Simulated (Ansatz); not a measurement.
## Step by step: Ga₂O₃, relaxation of cell and atoms

All numbers below come from Ansatz 0.2.0, DFT, PBE, PAW with Ansatz's default frozen-core files, scalar-relativistic.

Command: `ansatz run input.yaml --threads 2 --pin off --max-ram 5120MiB --backend cpu --events-out ev --progress --plain --runs-dir out` The run took 69 s on 2 threads of Intel(R) Xeon(R) 6975P-C (Granite Rapids), with other jobs on the host, peak memory 0.48 GiB.

```yaml
crystal:
  lattice:
    - [3.4529274811, 0.0, 0.0]
    - [-1.7264637405, 2.9903229161, 0.0]
    - [0.0, 0.0, 5.3865668705]
  atoms:
    - { symbol: Ga, position: [0.3333333333, 0.6666666667, 0.245] }
    - { symbol: Ga, position: [0.6666666667, 0.3333333333, 0.755] }
    - { symbol: O, position: [0.0, 0.0, 0.0] }
    - { symbol: O, position: [0.3333333333, 0.6666666667, 0.645] }
    - { symbol: O, position: [0.6666666667, 0.3333333333, 0.355] }
kpoints:
  mp_grid: { grid: [11, 11, 7] }
scf:
  occupations: { method: fermi_dirac, width: 0.08 }
hamiltonian:
  xc: pbe
  pseudopotentials: { kind: paw }
output:
  forces: true
  stress: true
relax:
  f_tol: 0.005
  max_steps: 80
  cell: {}
```

The cell is built from the La2O3 type as a first guess.

The cutoff is 420 eV; energies and pressures of the walk include the program's estimate of the Pulay term.

Each frame lists the cell vectors (Å), then Cartesian positions (Å) and forces (eV/Å). Free energies count from the first step, -9267.5459 eV. Not every step is shown.

The walk took 34 evaluations in all; steps that aren't listed are left out.

Step 1: E = 0.0 meV, P = -17.61 GPa

```
cell 3.4529 0.0000 0.0000 -1.7265 2.9903 0.0000 0.0000 0.0000 5.3866
Ga    0.0000    1.9935    1.3197     0.000   0.000   1.157
Ga    1.7265    0.9968    4.0669     0.000   0.000  -1.157
O     0.0000    0.0000    0.0000     0.000   0.000   0.000
O     0.0000    1.9935    3.4743     0.000   0.000   1.149
O     1.7265    0.9968    1.9122     0.000   0.000  -1.149
```

Step 2: E = -685.5 meV, P = -9.03 GPa

```
cell 3.2986 0.0000 0.0000 -1.6493 2.8567 0.0000 0.0000 0.0000 5.5876
Ga    0.0000    1.9045    1.4308     0.000   0.000  -0.374
Ga    1.6493    0.9522    4.1568     0.000   0.000   0.374
O     0.0000    0.0000    0.0000     0.000   0.000   0.000
O     0.0000    1.9045    3.5889     0.000   0.000   1.070
O     1.6493    0.9522    1.9987     0.000   0.000  -1.070
```

Step 3: E = -1059.7 meV, P = 9.33 GPa

```
cell 3.1308 0.0000 0.0000 -1.5654 2.7113 0.0000 0.0000 0.0000 5.6521
Ga    0.0000    1.8075    1.4004     0.000   0.000  -1.132
Ga    1.5654    0.9038    4.2517     0.000   0.000   1.132
O     0.0000    0.0000    0.0000     0.000   0.000   0.000
O     0.0000    1.8075    3.6968     0.000   0.000  -0.028
O     1.5654    0.9038    1.9553     0.000   0.000   0.028
```

Step 4: E = -1293.8 meV, P = 6.79 GPa

```
cell 3.0819 0.0000 0.0000 -1.5409 2.6690 0.0000 0.0000 0.0000 5.9214
Ga    0.0000    1.7793    1.4072     0.000   0.000  -0.722
Ga    1.5409    0.8897    4.5142     0.000   0.000   0.722
O     0.0000    0.0000    0.0000     0.000   0.000   0.000
O     0.0000    1.7793    3.8821     0.000   0.000   0.255
O     1.5409    0.8897    2.0393     0.000   0.000  -0.255
```

Step 5: E = -1462.3 meV, P = 2.23 GPa

```
cell 3.0638 0.0000 0.0000 -1.5319 2.6533 0.0000 0.0000 0.0000 6.1861
Ga    0.0000    1.7689    1.3709     0.000   0.000   0.207
Ga    1.5319    0.8844    4.8152     0.000   0.000  -0.207
O     0.0000    0.0000    0.0000     0.000   0.000   0.000
O     0.0000    1.7689    4.1213     0.000   0.000   0.281
O     1.5319    0.8844    2.0648     0.000   0.000  -0.281
```

Step 6: E = -1473.6 meV, P = -0.62 GPa

```
cell 3.0600 0.0000 0.0000 -1.5300 2.6501 0.0000 0.0000 0.0000 6.3707
Ga    0.0000    1.7667    1.4050     0.000   0.000  -0.395
Ga    1.5300    0.8834    4.9656     0.000   0.000   0.395
O     0.0000    0.0000    0.0000     0.000   0.000   0.000
O     0.0000    1.7667    4.2909     0.000   0.000  -0.184
O     1.5300    0.8834    2.0798     0.000   0.000   0.184
```

Step 7: E = -1483.3 meV, P = 0.02 GPa

```
cell 3.0584 0.0000 0.0000 -1.5292 2.6487 0.0000 0.0000 0.0000 6.3425
Ga    0.0000    1.7658    1.3821     0.000   0.000   0.038
Ga    1.5292    0.8829    4.9604     0.000   0.000  -0.038
O     0.0000    0.0000    0.0000     0.000   0.000   0.000
O     0.0000    1.7658    4.2676     0.000   0.000   0.021
O     1.5292    0.8829    2.0749     0.000   0.000  -0.021
```

Step 8: E = -1483.4 meV, P = 0.01 GPa

```
cell 3.0596 0.0000 0.0000 -1.5298 2.6497 0.0000 0.0000 0.0000 6.3381
Ga    0.0000    1.7664    1.3834     0.000   0.000   0.000
Ga    1.5298    0.8832    4.9547     0.000   0.000   0.000
O     0.0000    0.0000    0.0000     0.000   0.000   0.000
O     0.0000    1.7664    4.2647     0.000   0.000  -0.002
O     1.5298    0.8832    2.0734     0.000   0.000   0.002
```

Step 9: E = -1612.8 meV, P = 2.59 GPa (the cell of the step before, solved again on a basis chosen afresh, hence the jump)

```
cell 3.0596 0.0000 0.0000 -1.5298 2.6497 0.0000 0.0000 0.0000 6.3381
Ga    0.0000    1.7664    1.3834     0.000   0.000   0.000
Ga    1.5298    0.8832    4.9547     0.000   0.000   0.000
O     0.0000    0.0000    0.0000     0.000   0.000   0.000
O     0.0000    1.7664    4.2647     0.000   0.000   0.025
O     1.5298    0.8832    2.0734     0.000   0.000  -0.025
```

Step 10: E = -1674.6 meV, P = 1.45 GPa

```
cell 3.0412 0.0000 0.0000 -1.5206 2.6337 0.0000 0.0000 0.0000 6.5631
Ga    0.0000    1.7558    1.3984     0.000   0.000   0.031
Ga    1.5206    0.8779    5.1646     0.000   0.000  -0.031
O     0.0000    0.0000    0.0000     0.000   0.000   0.000
O     0.0000    1.7558    4.4483     0.000   0.000   0.091
O     1.5206    0.8779    2.1148     0.000   0.000  -0.091
```

Step 12: E = -1695.9 meV, P = 0.08 GPa

```
cell 3.0320 0.0000 0.0000 -1.5160 2.6258 0.0000 0.0000 0.0000 6.8425
Ga    0.0000    1.7505    1.4071     0.000   0.000  -0.006
Ga    1.5160    0.8753    5.4354     0.000   0.000   0.006
O     0.0000    0.0000    0.0000     0.000   0.000   0.000
O     0.0000    1.7505    4.7097     0.000   0.000  -0.014
O     1.5160    0.8753    2.1328     0.000   0.000   0.014
```

Step 13: E = -1695.7 meV, P = 0.02 GPa

```
cell 3.0311 0.0000 0.0000 -1.5156 2.6250 0.0000 0.0000 0.0000 6.8515
Ga    0.0000    1.7500    1.4081     0.000   0.000  -0.004
Ga    1.5156    0.8750    5.4434     0.000   0.000   0.004
O     0.0000    0.0000    0.0000     0.000   0.000   0.000
O     0.0000    1.7500    4.7162     0.000   0.000   0.000
O     1.5156    0.8750    2.1354     0.000   0.000   0.000
```

Step 14: E = -1695.6 meV, P = -0.13 GPa, step rejected

```
cell 3.0323 0.0000 0.0000 -1.5162 2.6261 0.0000 0.0000 0.0000 6.8498
Ga    0.0000    1.7507    1.4077     0.000   0.000   0.009
Ga    1.5162    0.8754    5.4421     0.000   0.000  -0.009
O     0.0000    0.0000    0.0000     0.000   0.000   0.000
O     0.0000    1.7507    4.7146     0.000   0.000   0.010
O     1.5162    0.8754    2.1352     0.000   0.000  -0.010
```

Step 15: E = -1695.7 meV, P = 0.00 GPa

```
cell 3.0315 0.0000 0.0000 -1.5157 2.6253 0.0000 0.0000 0.0000 6.8506
Ga    0.0000    1.7502    1.4078     0.000   0.000   0.000
Ga    1.5157    0.8751    5.4428     0.000   0.000   0.000
O     0.0000    0.0000    0.0000     0.000   0.000   0.000
O     0.0000    1.7502    4.7157     0.000   0.000   0.000
O     1.5157    0.8751    2.1350     0.000   0.000   0.000
```

Step 16: E = -1733.9 meV, P = 0.92 GPa (the cell of the step before, solved again on a basis chosen afresh, hence the jump)

```
cell 3.0315 0.0000 0.0000 -1.5157 2.6253 0.0000 0.0000 0.0000 6.8506
Ga    0.0000    1.7502    1.4078     0.000   0.000  -0.001
Ga    1.5157    0.8751    5.4428     0.000   0.000   0.001
O     0.0000    0.0000    0.0000     0.000   0.000   0.000
O     0.0000    1.7502    4.7157     0.000   0.000   0.012
O     1.5157    0.8751    2.1350     0.000   0.000  -0.012
```

Step 17: E = -1740.0 meV, P = 0.57 GPa

```
cell 3.0295 0.0000 0.0000 -1.5148 2.6236 0.0000 0.0000 0.0000 6.9853
Ga    0.0000    1.7491    1.4099     0.000   0.000   0.003
Ga    1.5148    0.8745    5.5754     0.000   0.000  -0.003
O     0.0000    0.0000    0.0000     0.000   0.000   0.000
O     0.0000    1.7491    4.8448     0.000   0.000  -0.003
O     1.5148    0.8745    2.1405     0.000   0.000   0.003
```

Step 18: E = -1733.6 meV, P = -0.96 GPa

```
cell 3.0291 0.0000 0.0000 -1.5146 2.6233 0.0000 0.0000 0.0000 7.1873
Ga    0.0000    1.7489    1.4214     0.000   0.000   0.009
Ga    1.5146    0.8744    5.7659     0.000   0.000  -0.009
O     0.0000    0.0000    0.0000     0.000   0.000   0.000
O     0.0000    1.7489    5.0232     0.000   0.000   0.118
O     1.5146    0.8744    2.1641     0.000   0.000  -0.118
```

Step 19: E = -1736.7 meV, P = 0.03 GPa

```
cell 3.0280 0.0000 0.0000 -1.5140 2.6223 0.0000 0.0000 0.0000 7.1693
Ga    0.0000    1.7482    1.4129     0.000   0.000   0.006
Ga    1.5140    0.8741    5.7563     0.000   0.000  -0.006
O     0.0000    0.0000    0.0000     0.000   0.000   0.000
O     0.0000    1.7482    5.0217     0.000   0.000  -0.002
O     1.5140    0.8741    2.1476     0.000   0.000   0.002
```

Step 20: E = -1736.7 meV, P = -0.03 GPa, step rejected

```
cell 3.0285 0.0000 0.0000 -1.5142 2.6227 0.0000 0.0000 0.0000 7.1662
Ga    0.0000    1.7485    1.4140     0.000   0.000  -0.013
Ga    1.5142    0.8742    5.7522     0.000   0.000   0.013
O     0.0000    0.0000    0.0000     0.000   0.000   0.000
O     0.0000    1.7485    5.0184     0.000   0.000  -0.007
O     1.5142    0.8742    2.1479     0.000   0.000   0.007
```

Step 21: E = -1736.7 meV, P = 0.00 GPa

```
cell 3.0281 0.0000 0.0000 -1.5141 2.6224 0.0000 0.0000 0.0000 7.1678
Ga    0.0000    1.7483    1.4135     0.000   0.000   0.000
Ga    1.5141    0.8741    5.7543     0.000   0.000   0.000
O     0.0000    0.0000    0.0000     0.000   0.000   0.000
O     0.0000    1.7483    5.0197     0.000   0.000  -0.001
O     1.5141    0.8741    2.1481     0.000   0.000   0.001
```

Step 23: E = -1753.4 meV, P = -0.04 GPa

```
cell 3.0276 0.0000 0.0000 -1.5138 2.6220 0.0000 0.0000 0.0000 7.2560
Ga    0.0000    1.7480    1.4137     0.000   0.000   0.019
Ga    1.5138    0.8740    5.8423     0.000   0.000  -0.019
O     0.0000    0.0000    0.0000     0.000   0.000   0.000
O     0.0000    1.7480    5.1053     0.000   0.000   0.015
O     1.5138    0.8740    2.1506     0.000   0.000  -0.015
```

Step 24: E = -1751.8 meV, P = 0.06 GPa

```
cell 3.0255 0.0000 0.0000 -1.5127 2.6201 0.0000 0.0000 0.0000 7.3201
Ga    0.0000    1.7468    1.4154     0.000   0.000  -0.004
Ga    1.5127    0.8734    5.9047     0.000   0.000   0.004
O     0.0000    0.0000    0.0000     0.000   0.000   0.000
O     0.0000    1.7468    5.1672     0.000   0.000   0.002
O     1.5127    0.8734    2.1529     0.000   0.000  -0.002
```

Step 25: E = -1751.0 meV, P = 0.00 GPa

```
cell 3.0261 0.0000 0.0000 -1.5130 2.6206 0.0000 0.0000 0.0000 7.3362
Ga    0.0000    1.7471    1.4150     0.000   0.000  -0.001
Ga    1.5130    0.8735    5.9211     0.000   0.000   0.001
O     0.0000    0.0000    0.0000     0.000   0.000   0.000
O     0.0000    1.7471    5.1839     0.000   0.000  -0.001
O     1.5130    0.8735    2.1522     0.000   0.000   0.001
```

Step 26: E = -1758.1 meV, P = 0.05 GPa (the cell of the step before, solved again on a basis chosen afresh, hence the jump)

```
cell 3.0261 0.0000 0.0000 -1.5130 2.6206 0.0000 0.0000 0.0000 7.3362
Ga    0.0000    1.7471    1.4150     0.000   0.000  -0.001
Ga    1.5130    0.8735    5.9211     0.000   0.000   0.001
O     0.0000    0.0000    0.0000     0.000   0.000   0.000
O     0.0000    1.7471    5.1839     0.000   0.000   0.001
O     1.5130    0.8735    2.1522     0.000   0.000  -0.001
```

Step 27: E = -1756.1 meV, P = 0.04 GPa

```
cell 3.0249 0.0000 0.0000 -1.5125 2.6197 0.0000 0.0000 0.0000 7.4111
Ga    0.0000    1.7464    1.4153     0.000   0.000   0.006
Ga    1.5125    0.8732    5.9958     0.000   0.000  -0.006
O     0.0000    0.0000    0.0000     0.000   0.000   0.000
O     0.0000    1.7464    5.2572     0.000   0.000   0.005
O     1.5125    0.8732    2.1539     0.000   0.000  -0.005
```

Step 28: E = -1755.3 meV, P = 0.00 GPa

```
cell 3.0252 0.0000 0.0000 -1.5126 2.6199 0.0000 0.0000 0.0000 7.4330
Ga    0.0000    1.7466    1.4155     0.000   0.000   0.002
Ga    1.5126    0.8733    6.0176     0.000   0.000  -0.002
O     0.0000    0.0000    0.0000     0.000   0.000   0.000
O     0.0000    1.7466    5.2792     0.000   0.000   0.002
O     1.5126    0.8733    2.1538     0.000   0.000  -0.002
```

Step 29: E = -1759.0 meV, P = 0.01 GPa (the cell of the step before, solved again on a basis chosen afresh, hence the jump)

```
cell 3.0252 0.0000 0.0000 -1.5126 2.6199 0.0000 0.0000 0.0000 7.4330
Ga    0.0000    1.7466    1.4155     0.000   0.000   0.002
Ga    1.5126    0.8733    6.0176     0.000   0.000  -0.002
O     0.0000    0.0000    0.0000     0.000   0.000   0.000
O     0.0000    1.7466    5.2792     0.000   0.000   0.003
O     1.5126    0.8733    2.1538     0.000   0.000  -0.003
```

Step 30: E = -1757.6 meV, P = 0.01 GPa

```
cell 3.0248 0.0000 0.0000 -1.5124 2.6196 0.0000 0.0000 0.0000 7.4807
Ga    0.0000    1.7464    1.4156     0.000   0.000   0.000
Ga    1.5124    0.8732    6.0651     0.000   0.000   0.000
O     0.0000    0.0000    0.0000     0.000   0.000   0.000
O     0.0000    1.7464    5.3265     0.000   0.000   0.000
O     1.5124    0.8732    2.1543     0.000   0.000   0.000
```

Step 31: E = -1757.2 meV, P = 0.00 GPa

```
cell 3.0248 0.0000 0.0000 -1.5124 2.6196 0.0000 0.0000 0.0000 7.4897
Ga    0.0000    1.7464    1.4158     0.000   0.000   0.000
Ga    1.5124    0.8732    6.0740     0.000   0.000   0.000
O     0.0000    0.0000    0.0000     0.000   0.000   0.000
O     0.0000    1.7464    5.3353     0.000   0.000   0.000
O     1.5124    0.8732    2.1544     0.000   0.000   0.000
```

Step 32: E = -1759.3 meV, P = 0.01 GPa (the cell of the step before, solved again on a basis chosen afresh, hence the jump)

```
cell 3.0248 0.0000 0.0000 -1.5124 2.6196 0.0000 0.0000 0.0000 7.4897
Ga    0.0000    1.7464    1.4158     0.000   0.000  -0.001
Ga    1.5124    0.8732    6.0740     0.000   0.000   0.001
O     0.0000    0.0000    0.0000     0.000   0.000   0.000
O     0.0000    1.7464    5.3353     0.000   0.000   0.000
O     1.5124    0.8732    2.1544     0.000   0.000   0.000
```

How does the relaxation end?

It converges, with a = 3.025 Å, b = 3.025 Å, c = 7.519 Å, α = 90.00°, β = 90.00°, γ = 120.00° (conventional cell, space group P-3m1). The last solve (on a basis chosen afresh for the final cell, so its energy is not quite comparable) gives E = -1759.4 meV, P = 0.01 GPa:
```
cell 3.0246 0.0000 0.0000 -1.5123 2.6194 0.0000 0.0000 0.0000 7.5194
Ga    0.0000    1.7463    1.4158     0.000   0.000   0.001
Ga    1.5123    0.8731    6.1037     0.000   0.000  -0.001
O     0.0000    0.0000    0.0000     0.000   0.000   0.000
O     0.0000    1.7463    5.3648     0.000   0.000   0.000
O     1.5123    0.8731    2.1547     0.000   0.000   0.000
```
